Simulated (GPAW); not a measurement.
# Ge (P4/mmm) in GPAW: relaxation of the atoms with PBE

Aim: the relaxation of the atoms of Ge with PBE.

Program: GPAW 26.7.0. These are calculated values, not measurements. Logs are shortened: lines on timing, memory, paths and dates and some standing lists are left out, and cuts for length are marked. The log counts tension as positive stress, the text compression.

## (1) The cell of the first run

Symmetry: P4/mmm, No. 123, tetragonal system. The conventional cell has a = 5.031 Å, b = 5.031 Å, c = 2.655 Å, α = 90.00°, β = 90.00°, γ = 90.00°. Around Ge (site symmetry 4/mmm) lie 6 Ge at 2.52 to 2.66 Å. Around Ge (site symmetry mmm) lie 4 Ge at 2.52 to 2.66 Å.

The cell was built by a generator and needn't be a form met in nature.

## (2) Relaxation of the atoms, PBE (strain = -0.04)

Input file run.py:

```python
from ase.io import read, write
from ase.optimize import BFGS
from gpaw import GPAW, PW

atoms = read('Ge.xyz')

calc = GPAW(mode=PW(600),
            xc='PBE',
            kpts={'size': (5, 5, 10), 'gamma': True},
            occupations={'name': 'fermi-dirac', 'width': 0.05},
            nbands=15,
            convergence={'density': 1e-05, 'forces': 0.0001},
            maxiter=150,
            txt='gpaw.txt')
atoms.calc = calc
opt = BFGS(atoms, trajectory='relax.traj', logfile='-')
done = opt.run(fmax=0.02, steps=60)
calc.write('gs.gpw')
write('result.traj', atoms)
print('Converged:', done)
print('Cell:', atoms.cell.cellpar().round(4))
print('Volume:', round(atoms.get_volume(), 4))
print(atoms.get_scaled_positions().round(5))
```

Input file Ge.xyz:

```xyz
3
Lattice="5.0309568000 0.0000000000 0.0000000000 0.0000000000 5.0309568000 0.0000000000 0.0000000000 0.0000000000 2.6553600000" Properties=species:S:1:pos:R:3 pbc="T T T"
Ge     0.0000000000      0.0000000000      0.0000000000
Ge     0.0000000000      2.5154784000      0.0000000000
Ge     2.5154784000      0.0000000000      0.0000000000
```

Potentials or basis: GPAW PAW data sets (gpaw-data 1.2.1), pw.

Command:

```
$ OMP_NUM_THREADS=1 python run.py
```

gpaw.txt:

```text
__  _  _
 | _ |_)|_||  |
 |__||  | ||/\| - 26.7.0

Input parameters:
  mode=PW(ecut=600.0),
  convergence={'density': 1e-05, 'forces': 0.0001},
  kpts=MonkhorstPack(size=(5, 5, 10), gamma=True),
  maxiter=150,
  nbands=15,
  occupations=Occupations(name='fermi-dirac', width=0.05),
  xc=XC(name='PBE')

Diagonalizing LCAO Hamiltonian
Converting LCAO to pw mode
    .-----------.
   /|           |
  / |           |
 *  .-----------.
 | Ge          /
 |/           /
 Ge----Ge----*

Atoms  # Å, Bohr magnetons
|   | symbol |        x |        y |        z |    initial magnetic moments |
|---|--------|----------|----------|----------|-----------------------------|
| 0 |     Ge | 0.000000 | 0.000000 | 0.000000 | ( 0.0000,  0.0000,  0.0000) |
| 1 |     Ge | 0.000000 | 2.515478 | 0.000000 | ( 0.0000,  0.0000,  0.0000) |
| 2 |     Ge | 2.515478 | 0.000000 | 0.000000 | ( 0.0000,  0.0000,  0.0000) |

Unit cell  # Å
| periodic |        x |        y |        z |  lengths |    angles |
|----------|----------|----------|----------|----------|-----------|
|      yes | 5.030957 | 0.000000 | 0.000000 | 5.030957 | 90.000000 |
|      yes | 0.000000 | 5.030957 | 0.000000 | 5.030957 | 90.000000 |
|      yes | 0.000000 | 0.000000 | 2.655360 | 2.655360 | 90.000000 |

Number of symmetries: 16
Symmetry operations  # r_c * U_cc + t_c -> r_c
|    | kind |            matrix            |
|----|------|------------------------------|
|  0 |  E   |  1, 0, 0,  0, 1, 0,  0, 0, 1 |
|  1 |  σ   |  1, 0, 0,  0, 1, 0,  0, 0,-1 |
|  2 |  σ   |  1, 0, 0,  0,-1, 0,  0, 0, 1 |
|  3 |  C2  |  1, 0, 0,  0,-1, 0,  0, 0,-1 |
|  4 |  σ   |  0, 1, 0,  1, 0, 0,  0, 0, 1 |
|  5 |  C2  |  0, 1, 0,  1, 0, 0,  0, 0,-1 |
|  6 |  C4  |  0, 1, 0, -1, 0, 0,  0, 0, 1 |
|  7 |  S4  |  0, 1, 0, -1, 0, 0,  0, 0,-1 |
|  8 |  C4  |  0,-1, 0,  1, 0, 0,  0, 0, 1 |
|  9 |  S4  |  0,-1, 0,  1, 0, 0,  0, 0,-1 |
| 10 |  σ   |  0,-1, 0, -1, 0, 0,  0, 0, 1 |
| 11 |  C2  |  0,-1, 0, -1, 0, 0,  0, 0,-1 |
| 12 |  σ   | -1, 0, 0,  0, 1, 0,  0, 0, 1 |
| 13 |  C2  | -1, 0, 0,  0, 1, 0,  0, 0,-1 |
| 14 |  C2  | -1, 0, 0,  0,-1, 0,  0, 0, 1 |
| 15 |  i   | -1, 0, 0,  0,-1, 0,  0, 0,-1 |

BZ-sampling:
  Number of BZ points: 250
  Number of IBZ points: 36

  Monkhorst-Pack size: [5, 5, 10]
  Monkhorst-Pack shift: [0.0, 0.0, 0.05]

K-points  # in reciprocal-cell coordinates
|     |                                coordinates |     weight |
|-----|--------------------------------------------|------------|
|   0 | (  0.00000000,   0.00000000,   0.00000000) | 0.00400000 |
|   1 | (  0.00000000,   0.00000000,   0.10000000) | 0.00800000 |
|   2 | (  0.00000000,   0.00000000,   0.20000000) | 0.00800000 |
|   3 | (  0.00000000,   0.00000000,   0.30000000) | 0.00800000 |
|   4 | (  0.00000000,   0.00000000,   0.40000000) | 0.00800000 |
|   5 | (  0.00000000,   0.00000000,   0.50000000) | 0.00400000 |
|   6 | (  0.20000000,   0.00000000,   0.00000000) | 0.01600000 |
|   7 | (  0.20000000,   0.00000000,   0.10000000) | 0.03200000 |
|   8 | (  0.20000000,   0.00000000,   0.20000000) | 0.03200000 |
|   9 | (  0.20000000,   0.00000000,   0.30000000) | 0.03200000 |
| ... |                                            |            |
|  35 | (  0.40000000,   0.40000000,   0.50000000) | 0.01600000 |

Plane wave coefficients: 2263
Cutoff: 600.0 eV

Spin-components: 1 (collinear spins)
Bands:           15
Projectors:      15
Spin-degeneracy: 2
Datatype:        complex128

Parallelization:
  kpt:    1
  domain: 1
  band:   1

Density:
  Valence electrons: 12.0
  Components: 1
  Grid points: [30 30 16]
  Charge: 0.0  # |e|

Potential:
  Grid points: [30 30 16]

species:
  Ge:
    name:    Germanium
    Z:       32.0
    valence: 4
    core:    28
    charge:  0.0  # [|e|]
    compensation charges:
      type: gauss
      rc: 0.32  # [Å]
      lmax: 2
    cutoffs:
      filter: 1.77  # [Å]
      core: 3.42  # [Å]
    projectors
    | kind |    occ | energy [eV] | rcut [Å] |
    |------|--------|-------------|----------|
    |   4s |  2.000 |     -11.726 |    1.005 |
    |   4p |  2.000 |      -3.896 |    1.005 |
    |    s |        |      15.485 |    1.005 |
    |    p |        |      23.315 |    1.005 |
    |    d |        |       0.000 |    1.005 |

    Using partial waves for Ge as LCAO basis

Reference energy: -171292.913558  # eV

eigensolver:
  PPCG
  Converge bands: occupied
  niter=2

density mixing:
  MSR1-Mixer
  Pratt-step length: 0.05
  Maximum mixing coefficient: 0.75
  Old densities: 10
  SVD Regularization: 0.005
  Good broyden scale: 1.0
  Trust region scale: 1.0
  Backstep threshold: 4.0
  History deletion threshold: 6.0
  Fourier metric: weight=20.0, sigma=0.015

occupation numbers:
  Fermi-Dirac:
    width: 0.0500  # eV

poisson solver:
  ecut: 4800.0  # eV

xc functional:
  name: PBE with 2 nearest neighbor stencil

convergence criteria:
- Maximum integral of absolute [dens]ity change: 1e-05 electrons / valence electron
- Maximum change in the atomic [forces] across last 2 cycles: 0.0001 eV/Ang OR
Maximum error relative to the maximum force is below inf
- Maximum [total energy] change in last 3 cyles: 0.0005 eV / valence electron
- Maximum integral of absolute [eigenst]ate change: 4e-08 eV^2 / valence electron
maximum number of iterations: 150

SCF iterations
|iter     | |      energy | eigst |  dens |force |
|---------|-|-------------|-------|-------|------|
|iter:   1| |  -11.926223 | -0.43 |       |      |
|iter:   2| |  -11.912034 | -2.66 | -1.09 |      |
|iter:   3| |  -11.845210 | -2.85 | -1.12 |      |
|iter:   4| |  -11.844535 | -3.83 | -1.75 |      |
|iter:   5| |  -11.844826c| -4.97 | -2.35 |      |
|iter:   6| |  -11.844819c| -5.77 | -2.85 |      |
|iter:   7| |  -11.844821c| -7.45c| -3.62 |      |
|iter:   8| |  -11.844821c| -8.67c| -4.14 |      |
|iter:   9| |  -11.844821c| -8.04c| -4.74 |      |
|iter:  10| |  -11.844821c| -9.37c| -5.70c|      |
|iter:  11| |  -11.844821c|-10.34c| -6.09c|-24.17c|

Converged in 11 steps
Energy contributions relative to reference atoms: (reference = -171292.913558)

Energy contributions:
  Kinetic:          33.746955
  Coulomb:         -29.728512
  Zero:             -0.002926
  External:          0.000000
  Xc:              -15.853624
  Entropy:          -0.013431
  Spinorbit:         0.000000
  ----------------------------
  Free energy:     -11.851537
  Extrapolated:    -11.844821

dipole moment: (-32.873755, -32.873755, -26.037278)  # |e|*Ang

Fermi level: 5.974
Eigenvalues  # (at kpt = [0.000, 0.000, 0.000])
| band index |      eig [eV] | occ [0-2] |
|------------|---------------|-----------|
|          0 |        -7.080 |     2.000 |
|          1 |        -2.975 |     2.000 |
|          2 |        -0.129 |     2.000 |
|          3 |         0.478 |     2.000 |
|          4 |         0.478 |     2.000 |
|          5 |         6.175 |     0.036 |
|          6 |         6.175 |     0.036 |
|          7 |        10.112 |     0.000 |
|          8 |        10.362 |     0.000 |
|          9 |        13.007 |     0.000 |
|         10 |        15.977 |     0.000 |
|         11 |        15.977 |     0.000 |
|         12 |        16.200 |     0.000 |
|        ... |               |           |
|         14 |        18.414 |     0.000 |

No gap
No difference between direct/indirect transitions

Forces  # eV/Ang
|       x |       y |       z |
|---------|---------|---------|
| 0.00000 | 0.00000 | 0.00000 |  # Ge   0
| 0.00000 | 0.00000 | 0.00000 |  # Ge   1
| 0.00000 | 0.00000 | 0.00000 |  # Ge   2

# Writing to gs.gpw (mode='')
```

It took 21 s on 1 thread of Arm Neoverse V1, shared host; peak memory 0.16 GiB.

What came out:

```
Free energy            : -11.8515 eV
Band gap on the k mesh : none (metal or under the smearing width)
```

Final structure:
```yaml
crystal:
  lattice:
    - [5.03096, 0.00000, 0.00000]
    - [0.00000, 5.03096, 0.00000]
    - [0.00000, 0.00000, 2.65536]
  atoms:
    - { symbol: Ge, position: [0.00000, 0.00000, 0.00000] }
    - { symbol: Ge, position: [0.00000, 0.50000, 0.00000] }
    - { symbol: Ge, position: [0.50000, 0.00000, 0.00000] }
```

Levels at points of the mesh, in eV from the Fermi level:
```
           k point  band 2  band 3  band 4  band 5  band 6  band 7  band 8  band 9  band 10  band 11
(0.00, 0.00, 0.00)   -8.95   -6.10   -5.50   -5.50    0.20    0.20    4.14    4.39     7.03    10.00
(0.00, 0.00, 0.50)   -5.81   -4.59   -2.51   -2.36   -2.36   -1.31   -0.44    3.51     3.51     3.79
```

Caveat: the density grid can change from cell to cell, which puts small steps into energies and stress; the relaxation stopped at its first step, so nothing moved; later steps reuse the first step's grids.
